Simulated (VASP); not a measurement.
Here is a VASP 6.6.1 calculation.

The input INCAR:

```
SYSTEM = Ir
ADDGRID = .FALSE. ; ALGO = Normal
EDIFF = 1E-8 ; ENCUT = 900
GGA = PE ; ISIF = 2
ISMEAR = 0 ; LASPH = .TRUE.
LCHARG = .FALSE. ; LREAL = .FALSE.
LWAVE = .FALSE. ; NELM = 100
PREC = Accurate ; SIGMA = 0.05
```

KPOINTS

```
k-points
0
G
  14 14 8
  0 0 0
```

File POSCAR:

```
Ir
1.0
    2.7513778946      0.0000000000      0.0000000000
   -1.3756889473      2.3827631521      0.0000000000
    0.0000000000      0.0000000000      4.4622900000
Ir
2
Direct
    0.3583140000      0.6617470000      0.2121330000
    0.6598720000      0.3587530000      0.7691070000
```

Potentials or basis: VASP PAW PBE potentials, release 64 (Ir).

Launch:

```bash
$ cat potpaw_PBE.64/Ir/POTCAR > POTCAR
$ mpirun -np 1 vasp_std > vasp.out
```

Q: Predict the largest force.

A: 3.771 eV/Å.

Q: What does it give for the pressure?

A: 12.7 GPa.

Q: Predict the band gap on the k mesh.

A: None (metal or under the smearing width).

Forces in eV/Å, atoms in the order of the input:
```
Ir  -0.909  0.510  3.625
Ir   0.909 -0.510 -3.625
```

The run has no spin-orbit coupling, so splittings on Ir are missing.
